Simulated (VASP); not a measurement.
A run of VASP 6.6.1 is set up as follows.

File INCAR:

```
ALGO     = Fast           # electronic algorithm
EDIFF    = 1E-7           # SCF threshold, eV
EDIFFG   = -0.01          # ionic threshold
ENCUT    = 600            # plane-wave cutoff, eV
GGA      = PS             # functional
IBRION   = 2              # ionic algorithm
ISIF     = 2              # what is computed and relaxed
ISMEAR   = 0              # smearing method
LASPH    = True           # aspherical terms in the spheres
LCHARG   = False          # write CHGCAR
LREAL    = False          # projectors in reciprocal space
LWAVE    = False          # write WAVECAR
NELM     = 80             # most SCF steps
NSW      = 40             # ionic steps
PREC     = Accurate       # precision mode
SIGMA    = 0.03           # smearing width, eV
```

KPOINTS

```
k-points
0
Gamma
  10 10 10
```

POSCAR

```
ZnS                                     
1.0
    0.0000000000      2.6256154441      2.6256154441
    2.6256154441      0.0000000000      2.6256154441
    2.6256154441      2.6256154441      0.0000000000
  Zn              S             
     1     1
Direct
     0.2500000000000000    0.2500000000000000    0.2500000000000000
     0.0000000000000000    0.0000000000000000    0.0000000000000000
```

Potentials or basis: VASP PAW PBE potentials, release 64 (Zn, S).

Launch:

```console
$ cat potpaw_PBE.64/Zn/POTCAR potpaw_PBE.64/S/POTCAR > POTCAR
$ mpirun -np 1 vasp_std > vasp.out
```

Task: Estimate the band gap on the k mesh.

Result: 2.36 eV, direct.

Final structure:
```xyz
2
Lattice="0.0000 2.6256 2.6256 2.6256 0.0000 2.6256 2.6256 2.6256 0.0000" Properties=species:S:1:pos:R:3 pbc="T T T"
Zn    1.3128    1.3128    1.3128
S     0.0000    0.0000    0.0000
```

Caveat: the relaxation stopped at its first step, so nothing moved.
